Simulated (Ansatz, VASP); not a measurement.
## Two plane-wave programs on RbBr

The input INCAR:

```
SYSTEM = RbBr
PREC = Accurate ; ENCUT = 520
EDIFF = 1E-6 ; ISMEAR = 0
SIGMA = 0.05 ; LREAL = .False.
LASPH = .True. ; NELM = 100
ALGO = Normal ; ISIF = 2
LWAVE = .False. ; LCHARG = .True.
GGA = PE ; LELF = .True.
LVHAR = .True. ; NBANDS = 15
```

KPOINTS

```
Automatic mesh
0
Gamma
  6 6 6
  0 0 0
```

POSCAR

```
RbBr
1.0
    3.9610342080      0.0000000000      0.0000000000
    0.0000000000      3.9610342080      0.0000000000
    0.0000000000      0.0000000000      3.7959911160
Rb Br
1 1
Direct
    0.0000000000      0.0000000000      0.0000000000
    0.5000000000      0.5000000000      0.5000000000
```

Input for Ansatz:

```yaml
crystal:
  lattice:
    - [3.961034208, 0.0, 0.0]
    - [0.0, 3.961034208, 0.0]
    - [0.0, 0.0, 3.795991116]
  atoms:
    - { symbol: Rb, position: [0.0, 0.0, 0.0] }
    - { symbol: Br, position: [0.5, 0.5, 0.5] }
basis:
  ecutwfc: 420
kpoints:
  mp_grid: { grid: [6, 6, 6] }
hamiltonian:
  xc: pbe
scf:
  occupations: { method: gaussian, width: 0.05 }
output:
  forces: true
  stress: true
  eigenvalues: true
```

Change from the starting cell: strain -0.040 along x and y, -0.080 along z, atoms carried along.

Alike in both runs: task single point; functional PBE; k mesh 6 × 6 × 6; occupations gaussian, width 0.05 eV; no spin polarisation.

|  | VASP | Ansatz |
| --- | --- | --- |
| version | VASP 6.6.1 | Ansatz 0.2.0 |
| potentials or method | VASP PAW PBE potentials, release 64 (Rb_sv, Br) | scalar-relativistic, plane waves, PAW |
| plane-wave cutoff (eV) | 520 | 420 |
| valence electrons in the cell | 16 | 16 |

|  | VASP | Ansatz | Ansatz less VASP |
| --- | --- | --- | --- |
| gap on the k mesh at the Fermi level (eV) | 4.54 | 4.54 | +0.004 |
| least direct gap on the mesh (eV) | 4.67 | 4.67 | +0.003 |
| pressure (GPa) | 5.2 | 5.1 | -0.08 |
| largest component of the traceless stress (GPa) | 1.03 | 1.03 | 0.000 |

A k mesh can miss the band edges.
